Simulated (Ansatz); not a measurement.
In:

```
In
1.0
    -1.88253    1.88253    1.88253
     1.88253   -1.88253    1.88253
     1.88253    1.88253   -1.88253
In
1
Direct
  0.00000 0.00000 0.00000
```

This isn't the form of In at room conditions, which is tetragonal.

| Quantity | Value |
| --- | --- |
| Program | Ansatz 0.2.0 |
| Task | single point |
| Functional | PBE |
| Potentials or basis | all-electron LAPW, scalar-relativistic |
| Cutoff | 178 eV (chosen from the basis error) |
| Basis error allowed | 0.001 eV/atom |
| k mesh | 10 × 10 × 10 |
| Occupations | fermi-dirac, width 0.05 eV |
| Spin | no spin polarisation |

On this cell: pressure 1.5 GPa; band gap on the k mesh none (metal or under the smearing width).

The same run follows on a disturbed copy (cell strained at random at fixed volume):

```
In
1.0
    -1.86975    1.85713    1.91387
     1.83353   -1.91280    1.93333
     1.85852    1.90157   -1.96954
In
1
Direct
  0.99990 0.99783 0.00147
```

Problem. What does the disturbed cell give?

Solution. The energy (extrapolated to zero smearing) moves by +1.8 meV/atom; pressure 1.6 GPa; band gap on the k mesh none (metal or under the smearing width).

Stress tensor (GPa, compression positive):
```
 2.01 -0.05  0.35
-0.05  1.41  0.68
 0.35  0.68  1.27
```
